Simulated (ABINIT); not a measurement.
Input of an ABINIT 10.8.3 (patched build) run:

The input run.abi:

```
ndtset 7
getwfk -1
scalecart1 3*0.9795861087
scalecart2 3*0.9864848297
scalecart3 3*0.9932883884
scalecart4 3*1.0000000000
scalecart5 3*1.0066227096
scalecart6 3*1.0131594038
scalecart7 3*1.0196128224

pp_dirpath "./"
pseudos "S.GGA_PBE-JTH.xml, Li.GGA_PBE-JTH.xml"

acell 7.6018588769 7.6018588769 7.6018588769
rprim
     0.0000000000     0.7071067812     0.7071067812
     0.7071067812     0.0000000000     0.7071067812
     0.7071067812     0.7071067812     0.0000000000
ntypat 2
znucl 16 3
natom 3
typat 1 2 2
xred
     0.0000000000     0.0000000000     0.0000000000
     0.7500000000     0.7500000000     0.7500000000
     0.2500000000     0.2500000000     0.2500000000

ecut 20.0
pawecutdg 40.0

kptopt 1
ngkpt 8 8 8
nshiftk 1
shiftk 0.0 0.0 0.0

ixc 14
vdw_xc 6

nband 10
occopt 3
tsmear 0.00183747

nstep 100
tolvrs 1.0e-9

iomode 3
prtwf 1
prtden 0
prteig 0
prtebands 0
enunit 1
```

Potentials or basis: JTH PAW PBE v2.0.

Run with:

```sh
$ abinit run.abi > log 2>&1
```

Question: What does it give for the bulk modulus?

Answer: 48 GPa.

Question: Estimate the equilibrium volume.

Answer: 14.49 Å³/atom.

Question: Estimate the pressure derivative of the bulk modulus.

Answer: 5.2 (rough: it moves with the points fitted).

Energy against volume, from the lowest point:
```csv
volume (Å³/atom),energy (meV/atom)
14.423,0.00
14.730,0.52
15.037,2.76
15.344,6.55
15.650,11.68
15.957,18.05
16.264,25.36
```

Caveat: pressures at fixed basis lie under the slope of the energies; the PAW data sets were made with another functional, which shifts forces and pressure a little.
